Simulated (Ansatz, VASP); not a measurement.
SrO in VASP and in Ansatz

File INCAR:

```
SYSTEM = SrO
  ALGO = Normal
  EDIFF = 1E-6
  ENCUT = 520
  GGA = PS
  ISIF = 2
  ISMEAR = -1
  LASPH = .True.
  LCHARG = .False.
  LREAL = .False.
  LWAVE = .False.
  NBANDS = 24
  NELM = 60
  PREC = Accurate
  SIGMA = 0.05
```

KPOINTS

```
k-points
0
Gamma
  9 9 5
  0 0 0
```

Contents of POSCAR:

```
SrO
1.0
    3.6229780985      0.0000000000      0.0000000000
   -1.8114890493      3.1375910707      0.0000000000
    0.0000000000      0.0000000000      6.3392428589
Sr O
2 2
Direct
    0.6666666667      0.3333333333      0.7500000000
    0.3333333333      0.6666666667      0.2500000000
    0.0000000000      0.0000000000      0.5000000000
    0.0000000000      0.0000000000      0.0000000000
```

The input input.yaml:

```yaml
crystal:
  lattice:
    - [3.6229780985, 0.0, 0.0]
    - [-1.8114890493, 3.1375910707, 0.0]
    - [0.0, 0.0, 6.3392428589]
  atoms:
    - { symbol: Sr, position: [0.6666666667, 0.3333333333, 0.75] }
    - { symbol: Sr, position: [0.3333333333, 0.6666666667, 0.25] }
    - { symbol: O, position: [0.0, 0.0, 0.5] }
    - { symbol: O, position: [0.0, 0.0, 0.0] }
kpoints:
  mp_grid: { grid: [9, 9, 5] }
scf:
  occupations: { method: fermi_dirac, width: 0.05 }
hamiltonian:
  xc: pbesol
  pseudopotentials: { kind: all_electron, lapw: { basis_error: 0.002 } }
output:
  forces: true
  stress: true
  eigenvalues: true
```

Change from the starting cell: volume scaled by 1.06.

Alike in both runs: task single point; functional PBEsol; k mesh 9 × 9 × 5; occupations fermi-dirac, width 0.05 eV; no spin polarisation.

```csv
,VASP,Ansatz
version,VASP 6.6.1,Ansatz 0.2.0
potentials or method,"VASP PAW PBE potentials, release 64 (Sr_sv, O)","all-electron LAPW, scalar-relativistic"
plane-wave cutoff (eV),520,see its input
```

VASP gave:

* gap on the k mesh at the Fermi level (eV): 2.61
* least direct gap on the mesh (eV): 2.61
* pressure (GPa): -6.0
* largest component of the traceless stress (GPa): 0.86

Task: Estimate Ansatz's values.

Result: gap on the k mesh at the Fermi level (eV): 2.62; least direct gap on the mesh (eV): 2.62; pressure (GPa): -6.5; largest component of the traceless stress (GPa): 0.85.

Ansatz ran all-electron here, so the differences hold the error of VASP's frozen core and of both bases.

Caveats: an odd mesh through Γ misses points on the zone boundary, where band edges often lie; the PAW data sets were made with another functional, which shifts forces and pressure a little (VASP).
